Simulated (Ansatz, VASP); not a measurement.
# Se in VASP and in Ansatz

Contents of INCAR:

```
SYSTEM = Se
PREC     = Accurate       ! precision mode
ENCUT    = 520            ! plane-wave cutoff, eV
EDIFF    = 1E-6           ! SCF threshold, eV
ISMEAR   = -1             ! smearing method
SIGMA    = 0.05           ! smearing width, eV
LREAL    = .FALSE.        ! projectors in reciprocal space
LASPH    = .TRUE.         ! aspherical terms in the spheres
NELM     = 80             ! most SCF steps
ALGO     = Normal         ! electronic algorithm
ISIF     = 2              ! what is computed and relaxed
LWAVE    = .FALSE.        ! write WAVECAR
LCHARG   = .FALSE.        ! write CHGCAR
GGA      = PE             ! functional
NBANDS   = 16             ! bands
```

Contents of KPOINTS:

```
regular mesh
0
G
  7 7 6
  0 0 0
```

POSCAR

```
Se
1.0
    4.3951160745      0.0000000000      0.0000000000
   -2.1975580372      3.8062821731      0.0000000000
    0.0000000000      0.0000000000      4.9864062541
Se
3
Direct
    0.7746000000      0.7746000000      0.0000000000
    0.0000000000      0.2254000000      0.6666666667
    0.2254000000      0.0000000000      0.3333333333
```

The input input.yaml:

```yaml
crystal:
  lattice:
    - [4.3951160745, 0.0, 0.0]
    - [-2.1975580372, 3.8062821731, 0.0]
    - [0.0, 0.0, 4.9864062541]
  atoms:
    - { symbol: Se, position: [0.7746, 0.7746, 0.0] }
    - { symbol: Se, position: [0.0, 0.2254, 0.6666666667] }
    - { symbol: Se, position: [0.2254, 0.0, 0.3333333333] }
kpoints:
  mp_grid: { grid: [7, 7, 6] }
scf:
  occupations: { method: fermi_dirac, width: 0.05 }
hamiltonian:
  xc: pbe
  pseudopotentials: { kind: all_electron, lapw: { basis_error: 0.001 } }
output:
  forces: true
  stress: true
  eigenvalues: true
```

Change from the starting cell: volume scaled by 1.02.

Alike in both runs: task single point; functional PBE; k mesh 7 × 7 × 6; occupations fermi-dirac, width 0.05 eV; no spin polarisation.

|  | VASP | Ansatz |
| --- | --- | --- |
| version | VASP 6.6.1 | Ansatz 0.2.0 |
| potentials or method | VASP PAW PBE potentials, release 64 (Se) | all-electron LAPW, scalar-relativistic |
| plane-wave cutoff (eV) | 520 | see its input |

```csv
,VASP,Ansatz,Ansatz less VASP
gap on the k mesh at the Fermi level (eV),1.20,1.22,+0.019
least direct gap on the mesh (eV),1.45,1.47,+0.021
pressure (GPa),1.7,1.6,-0.12
largest component of the traceless stress (GPa),0.78,0.73,-0.049
rms of the force components (eV/Å),0.132,0.112,-0.0202
```

Atom by atom the forces differ by 0.020 eV/Å (rms over components). Ansatz ran all-electron here, so the differences hold the error of VASP's frozen core and of both bases.

Caveats: an odd mesh through Γ misses points on the zone boundary, where band edges often lie.
